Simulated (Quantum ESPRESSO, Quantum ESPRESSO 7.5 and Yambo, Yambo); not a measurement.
# A GW chain in Yambo: GaN (F-43m)

Wanted: ground state, empty states, screening and self-energy for GaN (F-43m).

Calculated with Quantum ESPRESSO 7.5 and Yambo 5.3.0; PBE and many-body steps on it, plane waves.

**Experimental background.**

- Gap 3.23 eV: absorption onset (direct gap at Gamma) of unexcited film, from imaginary part of dielectric function; spectroscopic ellipsometry (steady-state reference of time-resolved measurement); 300 K; film on 3C-SiC/Si(001) (“Femtosecond pump-probe absorption edge spectroscopy of cubic GaN”, 2022, arxiv:2206.02223).

**1. Starting point**

Symmetry: F-43m, No. 216, cubic system. Conventional cell: a = 4.507 Å, b = 4.507 Å, c = 4.507 Å, α = 90.00°, β = 90.00°, γ = 90.00°. Nearest to Ga lie 4 N at 1.95 Å. Nearest to N lie 4 Ga at 1.95 Å. Farther neighbours and most contacts between anions are not listed.

The cell and positions are those that the Materials Project relaxed with its own functionals (PBE, PBE+U or r2SCAN), kept fixed. This is not the form that GaN usually takes at ambient conditions.

**2. Ground state**

This step: Quantum ESPRESSO 7.5; DFT, PBE, plane waves, norm-conserving pseudopotentials.

The ground-state density comes first.

File pw.in:

```
&control
  calculation = 'scf'
  prefix = 'x'
  outdir = 'o'
  pseudo_dir = 'pseudo'
/
&system
  ibrav = 0
  nat = 2
  ntyp = 2
  ecutwfc = 104.0
  nbnd = 18
  force_symmorphic = .true.
/
&electrons
  conv_thr = 1e-10
  electron_maxstep = 80
  mixing_beta = 0.5
/
ATOMIC_SPECIES
  Ga 69.723 Ga.upf
  N 14.007 N.upf
CELL_PARAMETERS angstrom
  0.0000000000 2.2535006075 2.2535006075
  2.2535006075 0.0000000000 2.2535006075
  2.2535006075 2.2535006075 0.0000000000
ATOMIC_POSITIONS crystal
  Ga 0.0000000000 0.0000000000 0.0000000000
  N 0.7500000000 0.7500000000 0.7500000000
K_POINTS automatic
  8 8 8 0 0 0
```

Run with:

```console
$ OMP_NUM_THREADS=1 mpirun -n 8 pw.x -nk 8 -in pw.in > pw.out
```

Log:

```text
Program PWSCF v.7.5 starts

     This program is part of the open-source Quantum ESPRESSO suite
     for quantum simulation of materials; please cite
         "P. Giannozzi et al., J. Phys.:Condens. Matter 21 395502 (2009);
         "P. Giannozzi et al., J. Phys.:Condens. Matter 29 465901 (2017);
         "P. Giannozzi et al., J. Chem. Phys. 152 154105 (2020);
     in publications or presentations arising from this work. More details at
     Message from routine setup:
     using ibrav=0 with symmetry is DISCOURAGED, use correct ibrav instead

     G-vector sticks info

     bravais-lattice index     =            0
     lattice parameter (alat)  =       6.0224  a.u.
     unit-cell volume          =     154.4542 (a.u.)^3
     number of atoms/cell      =            2
     number of atomic types    =            2
     number of electrons       =        26.00
     number of Kohn-Sham states=           18
     kinetic-energy cutoff     =     104.0000  Ry
     charge density cutoff     =     416.0000  Ry
     scf convergence threshold =      1.0E-10
     mixing beta               =       0.5000
     number of iterations used =            8  plain     mixing
     Exchange-correlation= PBE
                           (   1   4   3   4   0   0   0)

     celldm(1)=   6.022427  celldm(2)=   0.000000  celldm(3)=   0.000000
     celldm(4)=   0.000000  celldm(5)=   0.000000  celldm(6)=   0.000000

     crystal axes: (cart. coord. in units of alat)
               a(1) = (   0.000000   0.707107   0.707107 )
               a(2) = (   0.707107   0.000000   0.707107 )
               a(3) = (   0.707107   0.707107   0.000000 )

     reciprocal axes: (cart. coord. in units 2 pi/alat)
               b(1) = ( -0.707107  0.707107  0.707107 )
               b(2) = (  0.707107 -0.707107  0.707107 )
               b(3) = (  0.707107  0.707107 -0.707107 )
     Pseudo is Norm-conserving + core correction, Zval = 21.0
     Generated using ONCVPSP code by D. R. Hamann
     Using radial grid of 1902 points,  6 beta functions with:
     Pseudo is Norm-conserving + core correction, Zval =  5.0
     Generated using ONCVPSP code by D. R. Hamann
     Using radial grid of 1058 points,  4 beta functions with:
     Ga               21.00    69.72300     Ga( 1.00)
     N                 5.00    14.00700     N ( 1.00)

     24 Sym. Ops. (no inversion) found

   Cartesian axes

     site n.     atom                  positions (alat units)
         1        Ga     tau(   1) = (   0.0000000   0.0000000   0.0000000  )
         2        N      tau(   2) = (   1.0606602   1.0606602   1.0606602  )

     number of k points=    29
                       cart. coord. in units 2pi/alat
        k(    1) = (   0.0000000   0.0000000   0.0000000), wk =   0.0039062
        k(    2) = (   0.0883883   0.0883883  -0.0883883), wk =   0.0312500
        k(    3) = (   0.1767767   0.1767767  -0.1767767), wk =   0.0312500
        k(    4) = (   0.2651650   0.2651650  -0.2651650), wk =   0.0312500
        k(    5) = (  -0.3535534  -0.3535534   0.3535534), wk =   0.0156250
        k(    6) = (   0.1767767   0.0000000   0.0000000), wk =   0.0234375
        k(    7) = (   0.2651650   0.0883883  -0.0883883), wk =   0.0937500
        k(    8) = (   0.3535534   0.1767767  -0.1767767), wk =   0.0937500
        k(    9) = (  -0.2651650  -0.4419417   0.4419417), wk =   0.0937500
        k(   10) = (  -0.1767767  -0.3535534   0.3535534), wk =   0.0937500
     [... 17 further rows ...]
        k(   28) = (  -0.7071068   0.1767767  -0.0000000), wk =   0.0468750
        k(   29) = (  -0.7071068   0.3535534   0.0000000), wk =   0.0234375

     Dense  grid:    22219 G-vectors     FFT dimensions: (  40,  40,  40)

     Initial potential from superposition of free atoms

     starting charge      25.9973, renormalised to      26.0000
     Starting wfcs are   17 randomized atomic wfcs +    1 random wfcs

     per-process dynamical memory:    21.2 Mb

     Self-consistent Calculation

     iteration #  1     ecut=   104.00 Ry     beta= 0.50

     total energy              =    -517.30218389 Ry
     estimated scf accuracy    <       0.51779884 Ry

     iteration #  2     ecut=   104.00 Ry     beta= 0.50

     total energy              =    -517.45397167 Ry
     estimated scf accuracy    <       0.10392532 Ry

     iteration #  3     ecut=   104.00 Ry     beta= 0.50

     total energy              =    -517.47172342 Ry
     estimated scf accuracy    <       0.00316974 Ry

     iteration #  4     ecut=   104.00 Ry     beta= 0.50

     total energy              =    -517.47189096 Ry
     estimated scf accuracy    <       0.00022933 Ry

     iteration #  5     ecut=   104.00 Ry     beta= 0.50

     total energy              =    -517.47194268 Ry
     estimated scf accuracy    <       0.00001201 Ry

     iteration #  6     ecut=   104.00 Ry     beta= 0.50

     total energy              =    -517.47194386 Ry
     estimated scf accuracy    <       0.00000521 Ry

     iteration #  7     ecut=   104.00 Ry     beta= 0.50

     total energy              =    -517.47194448 Ry
     estimated scf accuracy    <       0.00000003 Ry

     iteration #  8     ecut=   104.00 Ry     beta= 0.50

     total energy              =    -517.47194449 Ry
     estimated scf accuracy    <       0.00000005 Ry

     iteration #  9     ecut=   104.00 Ry     beta= 0.50

     total energy              =    -517.47194449 Ry
     estimated scf accuracy    <          9.2E-10 Ry

     iteration # 10     ecut=   104.00 Ry     beta= 0.50

     total energy              =    -517.47194449 Ry
     estimated scf accuracy    <          2.3E-10 Ry

     iteration # 11     ecut=   104.00 Ry     beta= 0.50

     End of self-consistent calculation

          k = 0.0000 0.0000 0.0000 (  2733 PWs)   bands (ev):

  -130.4589 -81.1977 -81.1977 -81.1977  -4.2755  -1.8860  -1.8860  -1.8860
    -1.5761  -1.5761  11.6293  11.6293  11.6293  13.3821  21.9917  21.9917
    21.9917  29.2607

          k = 0.0884 0.0884-0.0884 (  2755 PWs)   bands (ev):

  -130.4589 -81.1980 -81.1978 -81.1978  -4.1100  -1.8657  -1.8657  -1.8192
    -1.5777  -1.5777  10.1105  11.4684  11.4684  14.5249  21.2757  22.2265
    22.2265  28.8497

          k = 0.1768 0.1768-0.1768 (  2764 PWs)   bands (ev):

  -130.4589 -81.1984 -81.1979 -81.1979  -3.7464  -1.8263  -1.8263  -1.5708
    -1.5708  -1.5072   7.7858  11.1118  11.1118  15.7170  20.4400  22.4403
    22.4403  27.6520

          k = 0.2652 0.2652-0.2652 (  2776 PWs)   bands (ev):

     [... further k-points ...]

     highest occupied, lowest unoccupied level (ev):    11.6293   13.3821

!    total energy              =    -517.47194449 Ry
     estimated scf accuracy    <          5.1E-12 Ry

     The total energy is the sum of the following terms:
     one-electron contribution =    -389.77875580 Ry
     hartree contribution      =     200.88747515 Ry
     xc contribution           =     -57.95100107 Ry
     ewald contribution        =    -270.62966277 Ry

     convergence has been achieved in  11 iterations

     XML data file, charge density, pseudopotentials, collected wavefunctions

=------------------------------------------------------------------------------=
   JOB DONE.
=------------------------------------------------------------------------------=
```

Run time: 4.3 s. Hardware: 8 MPI ranks of Arm Neoverse V2, shared host; peak memory 0.46 GiB; 33 s of CPU time.

This step gave:

* total energy: -7040.5645 eV
* gap: 1.753 eV
* k of the valence top: 0, 0, 0
* k of the conduction bottom: 0, 0, 0
* least direct gap: 1.753 eV

The gap is direct, at Γ.

**3. Bands along the symmetry lines**

The cheap functional maps the bands first; the places of the edges decide which points the dearer methods must see.

File pw.in:

```
&control
  calculation = 'bands'
  prefix = 'x'
  outdir = 'o'
  pseudo_dir = 'pseudo'
/
&system
  ibrav = 0
  nat = 2
  ntyp = 2
  ecutwfc = 104.0
  nbnd = 19
  force_symmorphic = .true.
/
&electrons
  conv_thr = 1e-9
  electron_maxstep = 80
  diago_full_acc = .true.
  diago_thr_init = 5e-6
/
ATOMIC_SPECIES
  Ga 69.723 Ga.upf
  N 14.007 N.upf
CELL_PARAMETERS angstrom
  0.0000000000 2.2535006075 2.2535006075
  2.2535006075 0.0000000000 2.2535006075
  2.2535006075 2.2535006075 0.0000000000
ATOMIC_POSITIONS crystal
  Ga 0.0000000000 0.0000000000 0.0000000000
  N 0.7500000000 0.7500000000 0.7500000000
K_POINTS crystal
  50
  0.00000000 0.00000000 0.00000000 1
  -0.06250000 -0.06250000 0.00000000 1
  -0.12500000 -0.12500000 0.00000000 1
  -0.18750000 -0.18750000 0.00000000 1
  -0.25000000 -0.25000000 0.00000000 1
  -0.31250000 -0.31250000 0.00000000 1
  -0.37500000 -0.37500000 0.00000000 1
  -0.43750000 -0.43750000 0.00000000 1
  -0.50000000 -0.50000000 0.00000000 1
  -0.48437500 -0.48437500 0.03125000 1
  -0.46875000 -0.46875000 0.06250000 1
  -0.45312500 -0.45312500 0.09375000 1
  -0.43750000 -0.43750000 0.12500000 1
  -0.42187500 -0.42187500 0.15625000 1
  -0.40625000 -0.40625000 0.18750000 1
  -0.39062500 -0.39062500 0.21875000 1
  -0.37500000 -0.37500000 0.25000000 1
  -0.37500000 0.00000000 0.37500000 1
  -0.32812500 0.00000000 0.32812500 1
  -0.28125000 0.00000000 0.28125000 1
  -0.23437500 0.00000000 0.23437500 1
  -0.18750000 0.00000000 0.18750000 1
  -0.14062500 0.00000000 0.14062500 1
  -0.09375000 0.00000000 0.09375000 1
  -0.04687500 0.00000000 0.04687500 1
  0.00000000 0.00000000 0.00000000 1
  0.00000000 0.00000000 0.06250000 1
  0.00000000 0.00000000 0.12500000 1
  0.00000000 0.00000000 0.18750000 1
  0.00000000 0.00000000 0.25000000 1
  0.00000000 0.00000000 0.31250000 1
  0.00000000 0.00000000 0.37500000 1
  0.00000000 0.00000000 0.43750000 1
  0.00000000 0.00000000 0.50000000 1
  -0.06250000 -0.03125000 0.46875000 1
  -0.12500000 -0.06250000 0.43750000 1
  -0.18750000 -0.09375000 0.40625000 1
  -0.25000000 -0.12500000 0.37500000 1
  -0.31250000 -0.15625000 0.34375000 1
  -0.37500000 -0.18750000 0.31250000 1
  -0.43750000 -0.21875000 0.28125000 1
  -0.50000000 -0.25000000 0.25000000 1
  -0.50000000 -0.28125000 0.21875000 1
  -0.50000000 -0.31250000 0.18750000 1
  -0.50000000 -0.34375000 0.15625000 1
  -0.50000000 -0.37500000 0.12500000 1
  -0.50000000 -0.40625000 0.09375000 1
  -0.50000000 -0.43750000 0.06250000 1
  -0.50000000 -0.46875000 0.03125000 1
  -0.50000000 -0.50000000 0.00000000 1
```

Log:

```text
[banner, memory and clock lines left out]
Program PWSCF v.7.5 starts

     Atomic positions and unit cell read from directory:
     o/x.save/

     Message from routine setup:
     using ibrav=0 with symmetry is DISCOURAGED, use correct ibrav instead

     G-vector sticks info

     bravais-lattice index     =            0
     lattice parameter (alat)  =       6.0224  a.u.
     unit-cell volume          =     154.4542 (a.u.)^3
     number of atoms/cell      =            2
     number of atomic types    =            2
     number of electrons       =        26.00
     number of Kohn-Sham states=           19
     kinetic-energy cutoff     =     104.0000  Ry
     charge density cutoff     =     416.0000  Ry
     Exchange-correlation= PBE
                           (   1   4   3   4   0   0   0)

     celldm(1)=   6.022427  celldm(2)=   0.000000  celldm(3)=   0.000000
     celldm(4)=   0.000000  celldm(5)=   0.000000  celldm(6)=   0.000000

     crystal axes: (cart. coord. in units of alat)
               a(1) = (   0.000000   0.707107   0.707107 )
               a(2) = (   0.707107   0.000000   0.707107 )
               a(3) = (   0.707107   0.707107   0.000000 )

     reciprocal axes: (cart. coord. in units 2 pi/alat)
               b(1) = ( -0.707107  0.707107  0.707107 )
               b(2) = (  0.707107 -0.707107  0.707107 )
               b(3) = (  0.707107  0.707107 -0.707107 )
     Pseudo is Norm-conserving + core correction, Zval = 21.0
     Generated using ONCVPSP code by D. R. Hamann
     Using radial grid of 1902 points,  6 beta functions with:
     Pseudo is Norm-conserving + core correction, Zval =  5.0
     Generated using ONCVPSP code by D. R. Hamann
     Using radial grid of 1058 points,  4 beta functions with:
     Ga               21.00    69.72300     Ga( 1.00)
     N                 5.00    14.00700     N ( 1.00)

     24 Sym. Ops. (no inversion) found

   Cartesian axes

     site n.     atom                  positions (alat units)
         1        Ga     tau(   1) = (   0.0000000   0.0000000   0.0000000  )
         2        N      tau(   2) = (   1.0606602   1.0606602   1.0606602  )

     number of k points=    50
                       cart. coord. in units 2pi/alat
        k(    1) = (   0.0000000   0.0000000   0.0000000), wk =   0.0400000
        k(    2) = (   0.0000000   0.0000000  -0.0883883), wk =   0.0400000
        k(    3) = (   0.0000000   0.0000000  -0.1767767), wk =   0.0400000
[...]
[... 38 further rows ...]
        k(   49) = (   0.0441942  -0.0000000  -0.7071068), wk =   0.0400000
        k(   50) = (   0.0000000   0.0000000  -0.7071068), wk =   0.0400000

     Dense  grid:    22219 G-vectors     FFT dimensions: (  40,  40,  40)

     The potential is recalculated from file :
     o/x.save/charge-density

     Starting wfcs are   17 randomized atomic wfcs +    2 random wfcs

     Band Structure Calculation

     End of band structure calculation

          k = 0.0000 0.0000 0.0000 (  2733 PWs)   bands (ev):

  -130.4589 -81.1977 -81.1977 -81.1977  -4.2755  -1.8859  -1.8859  -1.8859
    -1.5760  -1.5760  11.6293  11.6293  11.6293  13.3821  21.9917  21.9917
    21.9917  29.2607  30.4490

          k = 0.0000 0.0000-0.0884 (  2737 PWs)   bands (ev):

  -130.4589 -81.1977 -81.1977 -81.1977  -4.2176  -1.8758  -1.8758  -1.8719
[...]
22.1206  28.4048  29.9115

          k = 0.0000 0.0000-0.1768 (  2750 PWs)   bands (ev):

[...]
22.4817  26.2126  31.3175

          k =-0.0000 0.0000-0.2652 (  2754 PWs)   bands (ev):

[...]
k = 0.0000 0.0000-0.3536 (  2786 PWs)   bands (ev):

[...]
k = 0.0000-0.0000-0.4419 (  2766 PWs)   bands (ev):

[...]
k =-0.0000 0.0000-0.5303 (  2782 PWs)   bands (ev):

[...]
k = 0.0000-0.0000-0.6187 (  2770 PWs)   bands (ev):

[...]
k = 0.5303-0.0000-0.5303 (  2768 PWs)   bands (ev):

[...]
k = 0.0000 0.0000 0.0000 (  2733 PWs)   bands (ev):

[...]
k = 0.1326 0.0000-0.7071 (  2770 PWs)   bands (ev):

[...]
k = 0.0884-0.0000-0.7071 (  2774 PWs)   bands (ev):

[...]
k = 0.0442-0.0000-0.7071 (  2774 PWs)   bands (ev):

[...]
25.4643  25.6236  33.4304

          k = 0.0000 0.0000-0.7071 (  2778 PWs)   bands (ev):

  -130.4588 -81.1991 -81.1984 -81.1984  -3.2483  -1.8059  -1.5864  -1.5864
    -1.5005   0.1493   5.5189   8.9386   8.9386  15.0084  18.3286  23.3382
    25.5941  25.5941  33.3604

     XML data file, pseudopotentials, collected wavefunctions
```

Elapsed: 2 s, on 8 MPI ranks; peak memory 0.32 GiB.

This step gave:

```
gap                        : 1.753 eV
k of the valence top       : 0, 0, 0
k of the conduction bottom : 0, 0, 0
least direct gap           : 1.753 eV
```

The gap is 1.753 eV, as in the run before at this level.

Electronic bands along the path, in eV, zero at the top of the highest filled band:

```tsv
point	band 10	band 11	band 12	band 13	band 14	band 15	band 16	band 17
Γ	-13.21	0.00	0.00	0.00	1.75	10.36	10.36	10.36
halfway	-13.00	-3.42	-1.48	-1.48	4.60	7.44	11.64	12.03
X	-11.48	-6.11	-2.69	-2.69	3.38	6.70	11.71	13.96
halfway	-11.40	-6.02	-3.33	-2.55	3.97	7.14	11.58	13.60
U	-11.32	-5.85	-4.24	-2.16	5.02	7.88	11.08	12.86
jump to K	-11.32	-5.85	-4.24	-2.16	5.02	7.88	11.08	12.86
halfway	-12.84	-4.18	-2.11	-0.53	5.23	8.53	9.65	11.19
Γ	-13.21	0.00	0.00	0.00	1.75	10.36	10.36	10.36
halfway	-13.14	-3.84	-0.52	-0.52	4.09	8.81	10.81	10.81
L	-11.92	-7.02	-0.96	-0.96	4.67	8.73	10.40	10.40
halfway	-11.60	-6.39	-2.99	-1.76	6.65	7.03	10.11	11.73
W	-11.20	-5.68	-3.68	-3.62	6.23	8.40	10.30	11.13
halfway	-11.34	-5.93	-3.20	-3.17	4.60	7.50	11.47	12.28
X	-11.48	-6.11	-2.69	-2.69	3.38	6.70	11.71	13.96
```

The electronic bands as a text plot (rows in eV, shown from -8.0 to 7.8 only):

```
    7.4 |     ++       +++  ++                       + +     ++
    6.8 |       +++++++     ++                        ++       ++
    6.1 |                  +  ++                     +  ++++
    5.5 |                       +                   +       +
    4.8 |     ++         ++                    +++++         +
    4.1 |    +  +++    ++        ++         +++               +
    3.5 |  ++      ++++            ++      +                   ++
    2.8 |                                ++
    2.2 | +                          +  +
    1.5 |+                            ++
    0.9 |
    0.2 |*                         ******
   -0.5 | ***                   ******  *******
   -1.1 |    *              **** **            *******
   -1.8 |  ** ****         *       **    **         * *
   -2.4 |    *    *********     *          *         * **       *
   -3.1 |             **      ** **                   *  *   ***
   -3.7 |     **        *   **              *          ******
   -4.4 |       **       ***    *
   -5.0 |         *           **             **
   -5.7 |          **  *******                 *        *******
   -6.4 |            **                              ***       **
   -7.0 |                                       *****
   -7.7 |
         Γ           X  U|K            Γ         L        W     X
```

[end of part 1 of 3]

[Paths, hosts, dates, memory and timing lines, banners, echoed tables and standing remarks are left out of the program output.]

[Logs are printed without paths, hosts, clocks, repeated set-up lines and the standing remarks that a program may print on its own settings, such as how far it seeks lower states.]

[Runs of the session that timed out or met a known fault of the program may be left out.]

[Hosts, paths, dates, database ids (printed as entryN), source tags and the programs' standing remarks are cut or masked in the printed files.]
